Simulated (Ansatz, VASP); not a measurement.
**One calculation of GaN, two programs**

The input POSCAR:

```
GaN
1.0
    0.0000000000      2.2489526240      2.2489526240
    2.2296116314      0.0000000000      2.2489526240
    2.2296116314      2.2489526240      0.0000000000
Ga N
1 1
Direct
    0.0000000000      0.0000000000      0.0000000000
    0.7500000000      0.7500000000      0.7500000000
```

Contents of INCAR.step1:

```
SYSTEM = GaN
PREC = Accurate ; ENCUT = 520
ISMEAR = 0 ; SIGMA = 0.01
LREAL = .False. ; LASPH = .True.
NELM = 100 ; NBANDS = 16
GGA = PE ; ALGO = Normal
EDIFF = 1E-4 ; LWAVE = .True.
LCHARG = .False.
```

INCAR.step2

```
SYSTEM = GaN
PREC = Accurate ; ENCUT = 520
EDIFF = 1E-6 ; ISMEAR = 0
SIGMA = 0.01 ; LREAL = .False.
LASPH = .True. ; NELM = 100
ALGO = Normal ; ISIF = 2
LWAVE = .False. ; LCHARG = .False.
METAGGA = R2SCAN ; LMIXTAU = .True.
NBANDS = 16 ; ISTART = 1
```

File KPOINTS:

```
Automatic mesh
0
Gamma
  10 10 10
  0 0 0
```

Input for Ansatz:

```yaml
crystal:
  lattice:
    - [0.0, 2.248952624, 2.248952624]
    - [2.2296116314, 0.0, 2.248952624]
    - [2.2296116314, 2.248952624, 0.0]
  atoms:
    - { symbol: Ga, position: [0.0, 0.0, 0.0] }
    - { symbol: "N", position: [0.75, 0.75, 0.75] }
kpoints:
  mp_grid: { grid: [10, 10, 10] }
  band_path:
    path:
      - [0.0, 0.0, 0.0]
      - [-0.5, -0.5, 0.0]
      - [-0.375, -0.375, 0.25]
      - [-0.375, 0.0, 0.375]
      - [0.0, 0.0, 0.5]
      - [-0.5, -0.25, 0.25]
    npoints: 1
hamiltonian:
  xc: r2scan
scf:
  occupations: { method: fixed }
  n_extra_bands: 4
output:
  forces: true
  stress: true
  eigenvalues: true
  write_density: true
  write_potential: true
  elf: true
  volumetric_format: npy
```

Change from the starting cell: uniaxial_x strain -0.9%.

Alike in both runs: task single point; functional r2SCAN; k mesh 10 × 10 × 10; no spin polarisation.

|  | VASP | Ansatz |
| --- | --- | --- |
| version | VASP 6.6.1 | Ansatz 0.2.0 |
| potentials or method | VASP PAW PBE potentials, release 64 (Ga_d, N) | plane waves, PAW |
| plane-wave cutoff (eV) | 520 | 500 |
| occupations | gaussian, width 0.01 eV | fixed |
| valence electrons in the cell | 18 | 18 |

```tsv
	VASP	Ansatz	Ansatz less VASP
gap on the k mesh at the Fermi level (eV)	2.19	2.20	+0.009
pressure (GPa)	2.9	1.7	-1.14
largest component of the traceless stress (GPa)	0.74	0.74	+0.001
```

Caveats: the PAW data sets were made with another functional, which shifts forces and pressure a little (VASP).
